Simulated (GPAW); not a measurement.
# InPd (Pm-3m) in GPAW: further runs

Aim: see how the results for InPd move with the level of theory and the settings. Levels: BLYP, PBE. Tasks: relaxation of cell and atoms, single point.

All numbers are computed with GPAW 26.7.0; they aren't measurements. Logs are shortened: lines on timing, memory, paths and dates and some standing lists are left out, and cuts for length are marked. The log counts tension as positive stress, the text compression.

### Step 1. The crystal as given

Symmetry: Pm-3m, No. 221, cubic system. Conventional cell: a = 3.272 Å, b = 3.272 Å, c = 3.272 Å, α = 90.00°, β = 90.00°, γ = 90.00°. In (site symmetry m-3m) has 8 Pd at 2.83 Å as nearest neighbours. Pd (site symmetry m-3m) is surrounded by 8 In at 2.83 Å.

The cell comes from a database or a generator and needn't be the stable form of this composition.

### Step 2. Relaxation of cell and atoms, BLYP

run.py

```python
from ase.filters import FrechetCellFilter
from ase.io import read, write
from ase.optimize import BFGS
from gpaw import GPAW, PW, setup_paths

setup_paths.insert(0, '.')

atoms = read('POSCAR')

calc = GPAW(mode=PW(600),
            xc='BLYP',
            kpts={'size': (8, 8, 8), 'gamma': True},
            occupations={'name': 'fermi-dirac', 'width': 0.05},
            nbands=26,
            convergence={'density': 1e-05, 'forces': 0.0001},
            eigensolver='davidson',
            maxiter=150,
            txt='gpaw.txt')
atoms.calc = calc
opt = BFGS(FrechetCellFilter(atoms), trajectory='relax.traj', logfile='-')
done = opt.run(fmax=0.02, steps=60)
calc.write('gs.gpw')
write('result.traj', atoms)
print('Converged:', done)
print('Cell:', atoms.cell.cellpar().round(4))
print('Volume:', round(atoms.get_volume(), 4))
print(atoms.get_scaled_positions().round(5))
```

POSCAR

```
InPd
1.0
    3.2718847800      0.0000000000      0.0000000000
    0.0000000000      3.2718847800      0.0000000000
    0.0000000000      0.0000000000      3.2718847800
In Pd
1 1
Direct
    0.0000000000      0.0000000000      0.0000000000
    0.5000000000      0.5000000000      0.5000000000
```

Potentials or basis: PAW data sets generated in the run's folder for this functional, pw.

The run is started by

```sh
$ gpaw-setup -f BLYP In Pd
$ OMP_NUM_THREADS=1 python run.py
```

gpaw.txt:

```text
__  _  _
 | _ |_)|_||  |
 |__||  | ||/\| - 26.7.0

Input parameters:
  mode=PW(ecut=600.0),
  convergence={'density': 1e-05, 'forces': 0.0001},
  eigensolver=Davidson(niter=2),
  kpts=MonkhorstPack(size=(8, 8, 8), gamma=True),
  maxiter=150,
  nbands=26,
  occupations=Occupations(name='fermi-dirac', width=0.05),
  xc=XC(name='BLYP')

Diagonalizing LCAO Hamiltonian
Converting LCAO to pw mode
   .-------.
  /|       |
 * |       |
 | |  Pd   |
 | .-------.
 |/       /
 In------*

Atoms  # Å, Bohr magnetons
|   | symbol |        x |        y |        z |    initial magnetic moments |
|---|--------|----------|----------|----------|-----------------------------|
| 0 |     In | 0.000000 | 0.000000 | 0.000000 | ( 0.0000,  0.0000,  0.0000) |
| 1 |     Pd | 1.635942 | 1.635942 | 1.635942 | ( 0.0000,  0.0000,  0.0000) |

Unit cell  # Å
| periodic |        x |        y |        z |  lengths |    angles |
|----------|----------|----------|----------|----------|-----------|
|      yes | 3.271885 | 0.000000 | 0.000000 | 3.271885 | 90.000000 |
|      yes | 0.000000 | 3.271885 | 0.000000 | 3.271885 | 90.000000 |
|      yes | 0.000000 | 0.000000 | 3.271885 | 3.271885 | 90.000000 |

Number of symmetries: 48
Symmetry operations  # r_c * U_cc + t_c -> r_c
|    | kind |            matrix            |
|----|------|------------------------------|
|  0 |  E   |  1, 0, 0,  0, 1, 0,  0, 0, 1 |
|  1 |  σ   |  1, 0, 0,  0, 1, 0,  0, 0,-1 |
|  2 |  σ   |  1, 0, 0,  0, 0, 1,  0, 1, 0 |
|  3 |  C4  |  1, 0, 0,  0, 0, 1,  0,-1, 0 |
|  4 |  C4  |  1, 0, 0,  0, 0,-1,  0, 1, 0 |
|  5 |  σ   |  1, 0, 0,  0, 0,-1,  0,-1, 0 |
|  6 |  σ   |  1, 0, 0,  0,-1, 0,  0, 0, 1 |
|  7 |  C2  |  1, 0, 0,  0,-1, 0,  0, 0,-1 |
|  8 |  σ   |  0, 1, 0,  1, 0, 0,  0, 0, 1 |
|  9 |  C2  |  0, 1, 0,  1, 0, 0,  0, 0,-1 |
| 10 |  C3  |  0, 1, 0,  0, 0, 1,  1, 0, 0 |
| 11 |  S6  |  0, 1, 0,  0, 0, 1, -1, 0, 0 |
| 12 |  S6  |  0, 1, 0,  0, 0,-1,  1, 0, 0 |
| 13 |  C3  |  0, 1, 0,  0, 0,-1, -1, 0, 0 |
| 14 |  C4  |  0, 1, 0, -1, 0, 0,  0, 0, 1 |
| 15 |  S4  |  0, 1, 0, -1, 0, 0,  0, 0,-1 |
| 16 |  C3  |  0, 0, 1,  1, 0, 0,  0, 1, 0 |
| 17 |  S6  |  0, 0, 1,  1, 0, 0,  0,-1, 0 |
| 18 |  σ   |  0, 0, 1,  0, 1, 0,  1, 0, 0 |
| 19 |  C4  |  0, 0, 1,  0, 1, 0, -1, 0, 0 |
| 20 |  C2  |  0, 0, 1,  0,-1, 0,  1, 0, 0 |
| 21 |  S4  |  0, 0, 1,  0,-1, 0, -1, 0, 0 |
[... 150 lines left out ...]
xc functional:
  name: BLYP with 2 nearest neighbor stencil

convergence criteria:
- Maximum integral of absolute [dens]ity change: 1e-05 electrons / valence electron
- Maximum change in the atomic [forces] across last 2 cycles: 0.0001 eV/Ang OR
Maximum error relative to the maximum force is below inf
- Maximum [total energy] change in last 3 cyles: 0.0005 eV / valence electron
- Maximum integral of absolute [eigenst]ate change: 4e-08 eV^2 / valence electron
maximum number of iterations: 150

SCF iterations
|iter     | |      energy | eigst |  dens |force |
|---------|-|-------------|-------|-------|------|
|iter:   1| |   -7.100013 | +0.19 |       |      |
|iter:   2| |   -6.664882 | -1.90 | -1.13 |      |
|iter:   3| |   -5.883286 | -1.41 | -1.20 |      |
|iter:   4| |   -5.858889 | -3.21 | -1.88 |      |
|iter:   5| |   -5.848258 | -3.35 | -1.99 |      |
|iter:   6| |   -5.848034c| -3.96 | -2.66 |      |
|iter:   7| |   -5.848042c| -4.96 | -3.57 |      |
|iter:   8| |   -5.848049c| -5.56 | -3.97 |      |
|iter:   9| |   -5.848049c| -6.26 | -4.62 |      |
|iter:  10| |   -5.848049c| -6.73 | -4.81 |      |
|iter:  11| |   -5.848049c| -7.50c| -5.36c|      |
|iter:  12| |   -5.848049c| -8.12c| -5.92c|-22.33c|

Converged in 12 steps
Energy contributions relative to reference atoms: (reference = -297235.074911)

Energy contributions:
  Kinetic:          22.353819
  Coulomb:         -22.776867
  Zero:             -0.163688
  External:          0.000000
  Xc:               -5.255967
  Entropy:          -0.010691
  Spinorbit:         0.000000
  ----------------------------
  Free energy:      -5.853394
  Extrapolated:     -5.848049
[... 28 lines left out ...]
No gap
No difference between direct/indirect transitions

Stress tensor  # eV/Ang^3
|         x |         y |         z |
|-----------|-----------|-----------|
| -0.069760 |  0.000000 |  0.000000 |
|  0.000000 | -0.069760 |  0.000000 |
|  0.000000 |  0.000000 | -0.069760 |

Forces  # eV/Ang
|        x |       y |        z |
|----------|---------|----------|
|  0.00000 | 0.00000 |  0.00000 |  # In   0
| -0.00000 | 0.00000 | -0.00000 |  # Pd   1

Interpolating wave functions to new cell

            Pd

       In

Atoms  # Å, Bohr magnetons
|   | symbol |        x |        y |        z |    initial magnetic moments |
|---|--------|----------|----------|----------|-----------------------------|
| 0 |     In | 0.000000 | 0.000000 | 0.000000 | ( 0.0000,  0.0000,  0.0000) |
| 1 |     Pd | 1.650281 | 1.650281 | 1.650281 | ( 0.0000,  0.0000,  0.0000) |

Unit cell  # Å
| periodic |         x |         y |        z |  lengths |    angles |
|----------|-----------|-----------|----------|----------|-----------|
|      yes |  3.300562 | -0.000000 | 0.000000 | 3.300562 | 90.000000 |
|      yes | -0.000000 |  3.300562 | 0.000000 | 3.300562 | 90.000000 |
|      yes |  0.000000 |  0.000000 | 3.300562 | 3.300562 | 90.000000 |

Number of symmetries: 48
Symmetry operations  # r_c * U_cc + t_c -> r_c
|    | kind |            matrix            |
|----|------|------------------------------|
|  0 |  E   |  1, 0, 0,  0, 1, 0,  0, 0, 1 |
|  1 |  σ   |  1, 0, 0,  0, 1, 0,  0, 0,-1 |
|  2 |  σ   |  1, 0, 0,  0, 0, 1,  0, 1, 0 |
|  3 |  C4  |  1, 0, 0,  0, 0, 1,  0,-1, 0 |
|  4 |  C4  |  1, 0, 0,  0, 0,-1,  0, 1, 0 |
|  5 |  σ   |  1, 0, 0,  0, 0,-1,  0,-1, 0 |
|  6 |  σ   |  1, 0, 0,  0,-1, 0,  0, 0, 1 |
|  7 |  C2  |  1, 0, 0,  0,-1, 0,  0, 0,-1 |
|  8 |  σ   |  0, 1, 0,  1, 0, 0,  0, 0, 1 |
|  9 |  C2  |  0, 1, 0,  1, 0, 0,  0, 0,-1 |
| 10 |  C3  |  0, 1, 0,  0, 0, 1,  1, 0, 0 |
| 11 |  S6  |  0, 1, 0,  0, 0, 1, -1, 0, 0 |
| 12 |  S6  |  0, 1, 0,  0, 0,-1,  1, 0, 0 |
| 13 |  C3  |  0, 1, 0,  0, 0,-1, -1, 0, 0 |
| 14 |  C4  |  0, 1, 0, -1, 0, 0,  0, 0, 1 |
| 15 |  S4  |  0, 1, 0, -1, 0, 0,  0, 0,-1 |
| 16 |  C3  |  0, 0, 1,  1, 0, 0,  0, 1, 0 |
| 17 |  S6  |  0, 0, 1,  1, 0, 0,  0,-1, 0 |
| 18 |  σ   |  0, 0, 1,  0, 1, 0,  1, 0, 0 |
| 19 |  C4  |  0, 0, 1,  0, 1, 0, -1, 0, 0 |
| 20 |  C2  |  0, 0, 1,  0,-1, 0,  1, 0, 0 |
| 21 |  S4  |  0, 0, 1,  0,-1, 0, -1, 0, 0 |
[... 219 lines left out ...]
No gap
No difference between direct/indirect transitions

Stress tensor  # eV/Ang^3
|         x |         y |         z |
|-----------|-----------|-----------|
| -0.048735 |  0.000000 |  0.000000 |
|  0.000000 | -0.048735 |  0.000000 |
|  0.000000 |  0.000000 | -0.048735 |

Forces  # eV/Ang
|        x |        y |        z |
|----------|----------|----------|
| -0.00000 | -0.00000 | -0.00000 |  # In   0
|  0.00000 |  0.00000 |  0.00000 |  # Pd   1

Interpolating wave functions to new cell

            Pd

       In

Atoms  # Å, Bohr magnetons
|   | symbol |         x |        y |        z |    initial magnetic moments |
|---|--------|-----------|----------|----------|-----------------------------|
| 0 |     In | -0.000000 | 0.000000 | 0.000000 | ( 0.0000,  0.0000,  0.0000) |
| 1 |     Pd |  1.687199 | 1.687199 | 1.687199 | ( 0.0000,  0.0000,  0.0000) |

Unit cell  # Å
| periodic |        x |        y |        z |  lengths |    angles |
|----------|----------|----------|----------|----------|-----------|
|      yes | 3.374398 | 0.000000 | 0.000000 | 3.374398 | 90.000000 |
|      yes | 0.000000 | 3.374398 | 0.000000 | 3.374398 | 90.000000 |
|      yes | 0.000000 | 0.000000 | 3.374398 | 3.374398 | 90.000000 |

Number of symmetries: 48
Symmetry operations  # r_c * U_cc + t_c -> r_c
|    | kind |            matrix            |
|----|------|------------------------------|
|  0 |  E   |  1, 0, 0,  0, 1, 0,  0, 0, 1 |
|  1 |  σ   |  1, 0, 0,  0, 1, 0,  0, 0,-1 |
|  2 |  σ   |  1, 0, 0,  0, 0, 1,  0, 1, 0 |
|  3 |  C4  |  1, 0, 0,  0, 0, 1,  0,-1, 0 |
|  4 |  C4  |  1, 0, 0,  0, 0,-1,  0, 1, 0 |
|  5 |  σ   |  1, 0, 0,  0, 0,-1,  0,-1, 0 |
|  6 |  σ   |  1, 0, 0,  0,-1, 0,  0, 0, 1 |
|  7 |  C2  |  1, 0, 0,  0,-1, 0,  0, 0,-1 |
|  8 |  σ   |  0, 1, 0,  1, 0, 0,  0, 0, 1 |
|  9 |  C2  |  0, 1, 0,  1, 0, 0,  0, 0,-1 |
| 10 |  C3  |  0, 1, 0,  0, 0, 1,  1, 0, 0 |
| 11 |  S6  |  0, 1, 0,  0, 0, 1, -1, 0, 0 |
| 12 |  S6  |  0, 1, 0,  0, 0,-1,  1, 0, 0 |
| 13 |  C3  |  0, 1, 0,  0, 0,-1, -1, 0, 0 |
| 14 |  C4  |  0, 1, 0, -1, 0, 0,  0, 0, 1 |
| 15 |  S4  |  0, 1, 0, -1, 0, 0,  0, 0,-1 |
| 16 |  C3  |  0, 0, 1,  1, 0, 0,  0, 1, 0 |
| 17 |  S6  |  0, 0, 1,  1, 0, 0,  0,-1, 0 |
| 18 |  σ   |  0, 0, 1,  0, 1, 0,  1, 0, 0 |
| 19 |  C4  |  0, 0, 1,  0, 1, 0, -1, 0, 0 |
| 20 |  C2  |  0, 0, 1,  0,-1, 0,  1, 0, 0 |
| 21 |  S4  |  0, 0, 1,  0,-1, 0, -1, 0, 0 |
[... 220 lines left out ...]
No gap
No difference between direct/indirect transitions

Stress tensor  # eV/Ang^3
|         x |         y |         z |
|-----------|-----------|-----------|
| -0.007521 |  0.000000 |  0.000000 |
|  0.000000 | -0.007521 |  0.000000 |
|  0.000000 |  0.000000 | -0.007521 |

Forces  # eV/Ang
|        x |       y |        z |
|----------|---------|----------|
|  0.00000 | 0.00000 |  0.00000 |  # In   0
| -0.00000 | 0.00000 | -0.00000 |  # Pd   1

Interpolating wave functions to new cell

            Pd

       In

Atoms  # Å, Bohr magnetons
|   | symbol |         x |        y |        z |    initial magnetic moments |
|---|--------|-----------|----------|----------|-----------------------------|
| 0 |     In | -0.000000 | 0.000000 | 0.000000 | ( 0.0000,  0.0000,  0.0000) |
| 1 |     Pd |  1.694587 | 1.694587 | 1.694587 | ( 0.0000,  0.0000,  0.0000) |

Unit cell  # Å
| periodic |         x |         y |         z |  lengths |    angles |
|----------|-----------|-----------|-----------|----------|-----------|
|      yes |  3.389173 | -0.000000 | -0.000000 | 3.389173 | 90.000000 |
|      yes | -0.000000 |  3.389173 | -0.000000 | 3.389173 | 90.000000 |
|      yes |  0.000000 | -0.000000 |  3.389173 | 3.389173 | 90.000000 |

Number of symmetries: 48
Symmetry operations  # r_c * U_cc + t_c -> r_c
|    | kind |            matrix            |
|----|------|------------------------------|
|  0 |  E   |  1, 0, 0,  0, 1, 0,  0, 0, 1 |
|  1 |  σ   |  1, 0, 0,  0, 1, 0,  0, 0,-1 |
|  2 |  σ   |  1, 0, 0,  0, 0, 1,  0, 1, 0 |
|  3 |  C4  |  1, 0, 0,  0, 0, 1,  0,-1, 0 |
|  4 |  C4  |  1, 0, 0,  0, 0,-1,  0, 1, 0 |
|  5 |  σ   |  1, 0, 0,  0, 0,-1,  0,-1, 0 |
|  6 |  σ   |  1, 0, 0,  0,-1, 0,  0, 0, 1 |
|  7 |  C2  |  1, 0, 0,  0,-1, 0,  0, 0,-1 |
|  8 |  σ   |  0, 1, 0,  1, 0, 0,  0, 0, 1 |
|  9 |  C2  |  0, 1, 0,  1, 0, 0,  0, 0,-1 |
| 10 |  C3  |  0, 1, 0,  0, 0, 1,  1, 0, 0 |
| 11 |  S6  |  0, 1, 0,  0, 0, 1, -1, 0, 0 |
| 12 |  S6  |  0, 1, 0,  0, 0,-1,  1, 0, 0 |
| 13 |  C3  |  0, 1, 0,  0, 0,-1, -1, 0, 0 |
| 14 |  C4  |  0, 1, 0, -1, 0, 0,  0, 0, 1 |
| 15 |  S4  |  0, 1, 0, -1, 0, 0,  0, 0,-1 |
| 16 |  C3  |  0, 0, 1,  1, 0, 0,  0, 1, 0 |
| 17 |  S6  |  0, 0, 1,  1, 0, 0,  0,-1, 0 |
| 18 |  σ   |  0, 0, 1,  0, 1, 0,  1, 0, 0 |
| 19 |  C4  |  0, 0, 1,  0, 1, 0, -1, 0, 0 |
| 20 |  C2  |  0, 0, 1,  0,-1, 0,  1, 0, 0 |
| 21 |  S4  |  0, 0, 1,  0,-1, 0, -1, 0, 0 |
[... 218 lines left out ...]
No gap
No difference between direct/indirect transitions

Stress tensor  # eV/Ang^3
|         x |         y |         z |
|-----------|-----------|-----------|
| -0.000549 | -0.000000 |  0.000000 |
| -0.000000 | -0.000549 |  0.000000 |
|  0.000000 |  0.000000 | -0.000549 |

Forces  # eV/Ang
|        x |        y |       z |
|----------|----------|---------|
| -0.00000 | -0.00000 | 0.00000 |  # In   0
|  0.00000 |  0.00000 | 0.00000 |  # Pd   1

# Writing to gs.gpw (mode='')
```

It took 54 s on 1 thread of Arm Neoverse V2, shared host; peak memory 0.22 GiB.

Results:

- Free energy: -5.9777 eV
- Relaxed volume: 19.46 Å³/atom
- Relaxed cell: a = 3.389 Å, b = 3.389 Å, c = 3.389 Å, α = 90.00°, β = 90.00°, γ = 90.00°
- Space group after relaxing (to 0.05 Å): Pm-3m (No. 221)
- Energy gained by relaxing: 62.2 meV/atom
- Ionic steps: 4
- Pressure after relaxing: 0.1 GPa
- Band gap on the k mesh: none (metal or under the smearing width)

The path:
| step | energy change (eV) | largest force (eV/Å) | pressure (GPa) | volume (Å³) |
| --- | --- | --- | --- | --- |
| 1 | 0.0000 | 0.0000 | 11.18 | 35.03 |
| 2 | -0.0545 | 0.0000 | 7.81 | 35.96 |
| 3 | -0.1220 | 0.0000 | 1.21 | 38.42 |
| 4 | -0.1244 | 0.0000 | 0.09 | 38.93 |

Final structure:
```
CELL_PARAMETERS angstrom
3.38917 0.00000 0.00000
0.00000 3.38917 0.00000
0.00000 0.00000 3.38917
ATOMIC_POSITIONS crystal
In 0.00000 0.00000 0.00000
Pd 0.50000 0.50000 0.50000
```

Levels at points of the mesh, in eV from the Fermi level:
| k point | band 10 | band 11 | band 12 | band 13 | band 14 | band 15 | band 16 | band 17 | band 18 | band 19 |
| --- | --- | --- | --- | --- | --- | --- | --- | --- | --- | --- |
| (0.00, 0.00, 0.00) | -3.22 | -3.22 | -1.96 | -1.96 | -1.96 | 4.13 | 4.13 | 4.13 | 7.95 | 10.35 |
| (0.50, 0.00, 0.00) | -5.12 | -3.17 | -2.77 | -2.77 | -2.01 | -0.97 | 8.66 | 8.66 | 10.01 | 10.21 |
| (0.50, 0.50, 0.00) | -2.96 | -2.31 | -2.31 | -1.69 | -1.69 | -1.48 | 0.95 | 2.27 | 8.63 | 11.38 |
| (0.50, 0.50, 0.50) | -4.11 | -4.11 | -1.45 | -1.45 | -0.68 | 4.00 | 4.00 | 4.00 | 4.14 | 4.14 |

Caveat: later steps reuse the first step's grids.

### Step 3. Single point, PBE

run.py

```python
from ase.dft.bandgap import bandgap
from ase.io import read, write
from ase.units import GPa
from gpaw import GPAW, PW

atoms = read('InPd.xyz')

calc = GPAW(mode=PW(600),
            xc='PBE',
            kpts={'size': (8, 8, 8), 'gamma': True},
            occupations={'name': 'methfessel-paxton', 'order': 0, 'width': 0.012},
            nbands=26,
            convergence={'density': 1e-05, 'energy': 1e-05},
            maxiter=150,
            txt='gpaw.txt')
atoms.calc = calc
energy = atoms.get_potential_energy()
forces = atoms.get_forces()
stress = atoms.get_stress()
calc.write('gs.gpw')
write('result.traj', atoms)
print(f'Energy: {energy:.6f} eV')
print('Forces (eV/A):')
print(forces.round(4))
print('Stress (GPa):', (stress / GPa).round(3))
print('Fermi level:', round(calc.get_fermi_level(), 4), 'eV')
print(f'Gap: {bandgap(calc)[0]:.4f} eV, direct: {bandgap(calc, direct=True)[0]:.4f} eV')
```

InPd.xyz

```xyz
2
Lattice="3.2718847800 0.0000000000 0.0000000000 0.0000000000 3.2718847800 0.0000000000 0.0000000000 0.0000000000 3.2718847800" Properties=species:S:1:pos:R:3 pbc="T T T"
In     0.0000000000      0.0000000000      0.0000000000
Pd     1.6359423900      1.6359423900      1.6359423900
```

Potentials or basis: GPAW PAW data sets (gpaw-data 1.2.1), pw.

The run is started by

```sh
$ OMP_NUM_THREADS=1 python run.py
```

It took 14 s on 1 thread of Arm Neoverse V2, shared host; peak memory 0.16 GiB.

Results (log left out):

```
Free energy            : -7.6323 eV
Pressure               : 3.4 GPa
Band gap on the k mesh : none (metal or under the smearing width)
```

Levels at points of the mesh, in eV from the Fermi level:
```tsv
k point	band 12	band 13	band 14	band 15	band 16	band 17
(0.00, 0.00, 0.00)	-2.13	-2.13	-2.13	4.32	4.32	4.32
(0.50, 0.00, 0.00)	-3.12	-3.12	-2.21	-0.99	9.64	9.64
(0.50, 0.50, 0.00)	-2.54	-2.22	-2.22	-1.57	1.59	2.63
(0.50, 0.50, 0.50)	-1.53	-1.53	0.05	3.93	3.93	3.93
```

### Step 4. Single point, PBE

Changes to run.py since step 3:

```diff
@@ -5,3 +5,3 @@
 
-atoms = read('InPd.xyz')
+atoms = read('POSCAR')
 
@@ -10,3 +10,3 @@
             kpts={'size': (8, 8, 8), 'gamma': True},
-            occupations={'name': 'methfessel-paxton', 'order': 0, 'width': 0.012},
+            occupations={'name': 'methfessel-paxton', 'order': 0, 'width': 0.013000000000000001},
             nbands=26,
```

POSCAR is that of step 2.

The run is started by

```sh
$ OMP_NUM_THREADS=1 python run.py
```

Run time: 14 s. Hardware: 1 thread of Arm Neoverse V2, shared host; peak memory 0.16 GiB.

The run converged. Its results:

```yaml
Free_energy: -7.6324 eV
Pressure: 3.4 GPa
Band_gap_on_the_k_mesh: none (metal or under the smearing width)
```

Levels at points of the mesh, in eV from the Fermi level:
```
           k point  band 12  band 13  band 14  band 15  band 16  band 17
(0.00, 0.00, 0.00)    -2.13    -2.13    -2.13     4.32     4.32     4.32
(0.50, 0.00, 0.00)    -3.12    -3.12    -2.21    -0.99     9.64     9.64
(0.50, 0.50, 0.00)    -2.54    -2.22    -2.22    -1.57     1.59     2.63
(0.50, 0.50, 0.50)    -1.53    -1.53     0.05     3.93     3.93     3.93
```

### Step 5. Single point, PBE

Changes to run.py since step 4:

```diff
@@ -10,3 +10,3 @@
             kpts={'size': (8, 8, 8), 'gamma': True},
-            occupations={'name': 'methfessel-paxton', 'order': 0, 'width': 0.013000000000000001},
+            occupations={'name': 'methfessel-paxton', 'order': 0, 'width': 0.014},
             nbands=26,
```

POSCAR is that of step 4.

The run is started by

```sh
$ OMP_NUM_THREADS=1 python run.py
```

Wall time 14 s (1 thread of Arm Neoverse V2, shared host); peak memory 0.16 GiB.

Results (log left out):

| Property | Result |
| --- | --- |
| Free energy | -7.6324 eV |
| Pressure | 3.3 GPa |
| Band gap on the k mesh | none (metal or under the smearing width) |

Levels at points of the mesh, in eV from the Fermi level:
| k point | band 12 | band 13 | band 14 | band 15 | band 16 | band 17 |
| --- | --- | --- | --- | --- | --- | --- |
| (0.00, 0.00, 0.00) | -2.13 | -2.13 | -2.13 | 4.32 | 4.32 | 4.32 |
| (0.50, 0.00, 0.00) | -3.12 | -3.12 | -2.21 | -0.99 | 9.64 | 9.64 |
| (0.50, 0.50, 0.00) | -2.54 | -2.22 | -2.22 | -1.57 | 1.59 | 2.63 |
| (0.50, 0.50, 0.50) | -1.53 | -1.53 | 0.05 | 3.93 | 3.93 | 3.93 |

### Step 6. Overview

```tsv
task	level	potentials or basis	cell	smearing	eigensolver	optimizer	fmax	max steps	convergence	gap on the mesh (eV)	pressure (GPa)
relaxation of cell and atoms	BLYP	PAW data sets generated in the run's folder for this functional, pw	relaxed	fermi-dirac 0.05 eV	davidson	BFGS	0.02 eV/Å	60	density=1e-05 forces=0.0001	none	0.1
single point	PBE	GPAW PAW data sets (gpaw-data 1.2.1), pw	as given	gaussian 0.012 eV	-	-	-	-	-	none	3.4
single point	PBE	GPAW PAW data sets (gpaw-data 1.2.1), pw	as given	gaussian 0.013 eV	-	-	-	-	-	none	3.4
single point	PBE	GPAW PAW data sets (gpaw-data 1.2.1), pw	as given	gaussian 0.014 eV	-	-	-	-	-	none	3.3
```

Alike in all rows: no spin polarisation; k mesh 8 × 8 × 8; cutoff (eV) 600.

Caveats: later steps reuse the first step's grids (some runs).

Absolute energies hang on the potentials; compare differences alone.
